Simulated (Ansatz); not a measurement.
Runs of Ansatz 0.2.0 on Si. Symmetry: P6/mmm, No. 191, hexagonal system. Conventional cell: a = 2.621 Å, b = 2.621 Å, c = 2.466 Å, α = 90.00°, β = 90.00°, γ = 120.00°. Around Si (site symmetry 6/mmm) lie 8 Si at 2.47 to 2.62 Å. This isn't the form of Si at room conditions, which is diamond.

| task | level | cell | k mesh | cutoff (eV) | points for each segment of the path | mesh quality | gap on the mesh (eV) | pressure (GPa) | relaxed volume (Å³/atom) |
| --- | --- | --- | --- | --- | --- | --- | --- | --- | --- |
| relaxation of cell and atoms | BLYP | relaxed | 12 × 12 × 11 | 420 | - | not flagged | none | 0.0 | 16.30 |
| single point | r2SCAN50 | as given | 6 × 6 × 6 | 500 | - | coarse | - | 0.8 | - |
| band structure | BLYP | as given | 12 × 12 × 11 | 420 | 14 | not flagged | none | (b) | - |
| relaxation of cell and atoms | HF | relaxed | 6 × 6 × 6 | 420 | - | coarse | 2.47 | 0.0 | 15.91 |
| single point | HF | as given | 6 × 6 × 6 | 420 | - | coarse | (a) | 10.7 | - |

Alike in all rows: potentials or basis Ansatz PAW; no spin polarisation; smearing fermi-dirac 0.05 eV.

Question: Fill in the values left out.

Answer: (a) 2.55; (b) 10.3.

Caveats: some runs use coarse meshes; the PAW data sets come from PBE, with cores solved anew for the run's functional, which leaves a small shift of forces and pressure; the plane-wave basis is chosen anew once the cell has moved, so the energies of steps on either side of that aren't comparable (some runs); the thresholds are loose for stress (some runs).

A k mesh can miss the band edges.

A gap of «none» marks a metal or a gap under the smearing width.

Runs at the PBE level aren't shown here.
